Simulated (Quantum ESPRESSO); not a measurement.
The system is AlN.

```
Al N
1.0
     0.00000    2.18399    2.18399
     2.18399    0.00000    2.18399
     2.18399    2.18399    0.00000
Al N
1 1
Direct
  0.00000 0.00000 0.00000
  0.25000 0.25000 0.25000
```

Measurements of this composition are mostly on another form, of space group No. 186.

```yaml
Program: Quantum ESPRESSO 7.5
Task: phonons
Functional: PBE
Potentials_or_basis: PseudoDojo 0.4.1 SR PBE standard
Cutoff: 1143 eV
Density_cutoff: 4572 eV
k_mesh: 6 × 6 × 6, shifted
Occupations: fermi-dirac, width 0.05 eV
Spin: no spin polarisation
Mixing_beta: 0.5
Most_SCF_iterations: 120
SCF_threshold: 4e-10 Ry
```

The first run showed a gap, so the response started from a second, tighter run with fixed occupations.

The run gives a transverse optical frequency of 663 cm⁻¹, an electronic dielectric constant of 4.54 and Born charges of ±2.52 e.

Q: What are the longitudinal frequency and the static dielectric constant?

A: The longitudinal mode lies at 894 cm⁻¹, 231 cm⁻¹ over the transverse one, and the static constant is 8.24. The two agree with the Lyddane-Sachs-Teller relation: (894/663)² = 1.82 and 8.24/4.54 = 1.81.

Caveat: the cell is more than 3 GPa from zero pressure, which shifts response properties.
